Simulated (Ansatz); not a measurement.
# TaN: response to strain

TaN is deformed so: equal xx and yy strain of -1 %. What stress and forces result, by LAPW, PAW and all-electron datasets made for the crystal?

Computed with Ansatz 0.2.0 (DFT PBEsol, scalar-relativistic, unless a step's input says otherwise).

**1. The structure to begin with**

Symmetry: Fm-3m, No. 225, cubic system. Conventional cell: a = 4.358 Å, b = 4.358 Å, c = 4.358 Å, α = 90.00°, β = 90.00°, γ = 90.00°. Around Ta (site symmetry m-3m) lie 6 N at 2.18 Å. Around N (site symmetry m-3m) lie 6 Ta at 2.18 Å.

Coordinates:

```
Ta N
1.0
     0.00000    2.17900    2.17900
     2.17900    0.00000    2.17900
     2.17900    2.17900    0.00000
Ta N
1 1
Direct
  0.50000 0.50000 0.50000
  0.00000 0.00000 0.00000
```

Atoms are numbered in the order of the input: Ta1, N2.

**2. The deformed structure**

Space group Fm-3m before, I4/mmm after.

**3. All-electron LAPW**

input.yaml reads:

```yaml
crystal:
  lattice:
    - [0.0, 2.15721, 2.179]
    - [2.15721, 0.0, 2.179]
    - [2.15721, 2.15721, 0.0]
  atoms:
    - { symbol: Ta, position: [0.5, 0.5, 0.5] }
    - { symbol: "N", position: [0.0, 0.0, 0.0] }
kpoints:
  mp_grid: { grid: [9, 9, 9] }
  band_path:
    path:
      - [0.0, 0.0, 0.0]
      - [0.0, 0.5, 0.5]
      - [0.25, 0.75, 0.5]
      - [0.0, 0.5, 0.0]
      - [0.0, 0.0, 0.0]
      - [0.5, 0.5, 0.0]
      - [0.3725125, 0.6274875, 0.0]
      - [-0.3725125, 0.3725125, 0.0]
      - [0.0, 0.0, 0.0]
    npoints: 5
scf:
  occupations: { method: fermi_dirac, width: 0.02 }
hamiltonian:
  xc: pbesol
  pseudopotentials: { kind: all_electron, lapw: { basis_error: 0.0005 } }
output:
  forces: true
  stress: true
  eigenvalues: true
```

Run with:

```bash
> ansatz run input.yaml --threads 1 --pin off --max-ram 3072MiB --backend cpu --events-out ev --progress --plain --runs-dir out
```

**4. PAW with frozen cores**

input.yaml reads:

```yaml
crystal:
  lattice:
    - [0.0, 2.15721, 2.179]
    - [2.15721, 0.0, 2.179]
    - [2.15721, 2.15721, 0.0]
  atoms:
    - { symbol: Ta, position: [0.5, 0.5, 0.5] }
    - { symbol: "N", position: [0.0, 0.0, 0.0] }
kpoints:
  mp_grid: { grid: [9, 9, 9] }
scf:
  occupations: { method: fermi_dirac, width: 0.02 }
hamiltonian:
  xc: pbesol
  pseudopotentials: { kind: paw }
output:
  forces: true
  stress: true
  eigenvalues: true
  efg: { contact_densities: true }
  write_density: true
  write_potential: true
  elf: true
  volumetric_format: npy
```

**5. Datasets made for this crystal**

Edit input.yaml of step 4 so:

```diff
@@ -14,3 +14,3 @@
   xc: pbesol
-  pseudopotentials: { kind: paw }
+  pseudopotentials: { kind: all_electron, datasets: crystal }
 output:
@@ -20,5 +20 @@
   efg: { contact_densities: true }
-  write_density: true
-  write_potential: true
-  elf: true
-  volumetric_format: npy
```

(Steps that only read results are left out.)

**Question.** What will these runs give? Wanted: pressure; largest shear or deviatoric stress.

As calculated:

| quantity | value |
| --- | --- |
| pressure | LAPW 12.23, PAW 12.34, crystal datasets 12.23 GPa |
| largest shear or deviatoric stress (LAPW) | 5.92 GPa |

What this shows: The largest part of the stress beyond the pressure is 5.92 GPa in size, in the zz component; the atoms are carried along and not relaxed. No run of the undeformed cell stands beside it, so the pressure holds what the given cell had before the change. PAW: stress within 0.14 GPa of LAPW. Crystal datasets: stress within 0.01 GPa of LAPW. Spin-orbit coupling is left out, though the cell holds Ta; in elements this heavy it can shift bands and gaps by tenths of an eV.
